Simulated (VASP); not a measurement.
LiH in VASP 6.6.1, single-point calculation

INCAR

```
ENCUT = 520
ISMEAR = 0
LCHARG = .FALSE.
NELM = 86
SIGMA = 0.01
METAGGA = R2SCAN
PREC = Accurate
ISPIN = 2
ISIF = 2
MAGMOM = 0.5 0.5
IBRION = -1
LREAL = .FALSE.
LASPH = .TRUE.
ALGO = Normal
EDIFF = 1E-7
LWAVE = .FALSE.
NSW = 0
NBANDS = 9
```

KPOINTS

```
KPOINTS created by Atomic Simulation Environment
0
Gamma
10 10 10
0 0 0
```

POSCAR

```
Li H
 1.0000000000000000
     0.0000000000000000    2.0029948411000000    2.0130098152999998
     2.0029948411000000    0.0000000000000000    2.0130098152999998
     2.0029948411000000    2.0029948411000000    0.0000000000000000
 Li  H
   1   1
Cartesian
  0.0000000000000000  0.0000000000000000  0.0000000000000000
  2.0029948411000000  2.0029948411000000  2.0130098152999998
```

The recommended PBE PAW datasets give the neutral cell 4 valence electrons.

Command

```
mpirun -np 1 vasp_std
```

Question: How does this run end, and what does it give?

Answer: It converged. Results: pressure -0.7 GPa; magnetic moment of the cell 0.00 μB.

OSZICAR

```
N       E                     dE             d eps       ncg     rms          rms(c)
DAV:   1    -0.163153058567E+01   -0.16315E+01   -0.12793E+03  3712   0.360E+02
DAV:   2    -0.659215045145E+01   -0.49606E+01   -0.49214E+01  5184   0.582E+01
DAV:   3    -0.666561650130E+01   -0.73466E-01   -0.73427E-01  4553   0.597E+00
DAV:   4    -0.666597634994E+01   -0.35985E-03   -0.35977E-03  5277   0.363E-01
DAV:   5    -0.666597771794E+01   -0.13680E-05   -0.13680E-05  4533   0.149E-02    0.585E+00
DAV:   6    -0.673679260747E+01   -0.70815E-01   -0.41888E-01  4320   0.353E+00    0.287E+00
DAV:   7    -0.679967428639E+01   -0.62882E-01   -0.19317E-01  3993   0.229E+00    0.159E+00
DAV:   8    -0.681268751973E+01   -0.13013E-01   -0.12015E-01  3784   0.190E+00    0.320E-01
DAV:   9    -0.681650029885E+01   -0.38128E-02   -0.11966E-02  3897   0.675E-01    0.135E-01
DAV:  10    -0.681730065856E+01   -0.80036E-03   -0.35605E-03  4364   0.270E-01    0.992E-02
DAV:  11    -0.681735174451E+01   -0.51086E-04   -0.11811E-03  3889   0.168E-01    0.259E-02
DAV:  12    -0.681739597119E+01   -0.44227E-04   -0.22495E-04  4643   0.644E-02    0.620E-03
DAV:  13    -0.681739578349E+01    0.18770E-06   -0.64403E-06  4048   0.176E-02    0.349E-03
DAV:  14    -0.681739427118E+01    0.15123E-05   -0.28211E-06  4487   0.896E-03    0.372E-03
DAV:  15    -0.681739420836E+01    0.62821E-07   -0.32829E-07  3989   0.319E-03
   1 F= -.68173942E+01 E0= -.68173942E+01  d E =0.000000E+00  mag=    -0.0000
```

Standard output (part)

```
POSCAR found type information on POSCAR LiH
 POSCAR found :  2 types and       2 ions
 LDA part: xc-table for (None), standard interpolation
 POSCAR, INCAR and KPOINTS ok, starting setup
 WAVECAR not read
 entering main loop
```

For comparison, a separate r²SCAN run of the intended cell, on usual settings and not on those above, gives a gap of 3.53 eV on its mesh and a pressure of -0.7 GPa.
